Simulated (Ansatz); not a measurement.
Wanted: the native input for an Ansatz 0.2.0 run.

| Item | Value |
| --- | --- |
| Task | single point |
| Functional | B88-PBE |
| Potentials or basis | all-electron LAPW, scalar-relativistic |
| Cutoff | 261 eV (chosen from the basis error) |
| Basis error allowed | 0.001 eV/atom |
| k mesh | 8 × 8 × 8 |
| Occupations | tetrahedron-uncorrected |
| Spin | no spin polarisation |
| Scf convergence dr2 threshold | 1e-06 |
| Other functionals evaluated on the density | PBE, BLYP, RPBE |

GaAs:

```
CELL_PARAMETERS angstrom
0.00000 3.04513 3.04513
3.04513 0.00000 3.04513
3.04513 3.04513 0.00000
ATOMIC_POSITIONS crystal
As 0.25000 0.25000 0.25000
Ga 0.00000 0.00000 0.00000
```

The cell isn't the ideal one: cell stretched.

The input as run:

input.yaml

```yaml
crystal:
  lattice: { a: 6.0902637, b: 6.0902637, c: 6.0902637, alpha: 90.0, beta: 90.0, gamma: 90.0 }
  space_group: 216
  setting: { hermann_mauguin: F-43m }
  reduce_to_primitive: true
  atoms:
    - { symbol: As, position: [0.25, 0.25, 0.25] }
    - { symbol: Ga, position: [0.0, 0.0, 0.0] }
kpoints:
  mp_grid: { grid: [8, 8, 8] }
scf:
  occupations: { method: tetrahedron_uncorrected }
  convergence: { dr2_threshold: 1.0e-06 }
hamiltonian:
  xc: { exchange: b88, correlation: pbe }
  pseudopotentials: { kind: all_electron, lapw: { basis_error: 0.001 } }
output:
  forces: true
  stress: true
  eigenvalues: true
  xc_energy_on_converged_density: [pbe, blyp, rpbe]
```

Potentials or basis: all-electron LAPW, scalar-relativistic.

The run is started by

```sh
$ ansatz run input.yaml --threads 1 --pin off --max-ram 2560MiB --backend cpu --events-out ev --progress --plain --runs-dir out
```

Results of the run:

```json
{"Pressure": "-7.1 GPa", "Band gap on the k mesh": "none (metal or under the smearing width)"}
```

Caveat: the thresholds are loose for stress.

Wall time 16 s on 1 thread of Arm Neoverse V1, with other jobs on the host, peak memory 0.28 GiB.
